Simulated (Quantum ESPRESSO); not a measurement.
Te under changes of volume

One of the cells (32.696 Å³/atom); the others are scaled copies at fixed shape and fractional positions:

```
CELL_PARAMETERS angstrom
3.82029 -2.14820 0.00000
3.82029 2.14820 0.00000
-0.09429 0.00000 5.97609
ATOMIC_POSITIONS crystal
Te 0.00000 0.00000 0.00000
Te 0.30945 0.30945 0.33881
Te 0.69055 0.69055 0.66119
```

This isn't the form of Te at room conditions, which is trigonal, of chains.

- Program: Quantum ESPRESSO 7.5
- Functional: PBEsol
- Potentials or basis: GBRV 1.5 PBEsol
- Cutoff: 612 eV
- Density cutoff: 4898 eV
- k mesh: 7 × 7 × 5
- Occupations: fermi-dirac, width 0.05 eV
- Spin: no spin polarisation

```tsv
volume (Å³/atom)	energy over the lowest point (meV/atom)	pressure (GPa)	largest force (eV/Å)
30.734	?	?	?
31.388	0.00	0.1	0.264
32.042	1.99	-1.0	0.198
32.696	8.33	-2.1	0.136
33.350	18.53	-2.9	0.079
34.004	32.16	-3.7	0.027
34.658	48.83	-4.4	0.026
```

**Question.** What does the run at 30.734 Å³/atom give?

**Answer.** Energy over the lowest point 2.89 meV/atom; pressure 1.3 GPa; largest force 0.334 eV/Å.

Worked out: A Birch-Murnaghan fit of order 3 (a polynomial in V^(-2/3)) to the other rows has its minimum at 31.44 Å³/atom with B0 = V·E''(V) = 57 GPa and B' = 4.7 at fixed shape and positions, which overstates the stiffness. It gives 2.91 meV/atom at 30.734 Å³/atom, against the run's 2.89, and -dE/dV = 1.4 GPa, against 1.3.

Energies are extrapolated to zero smearing.
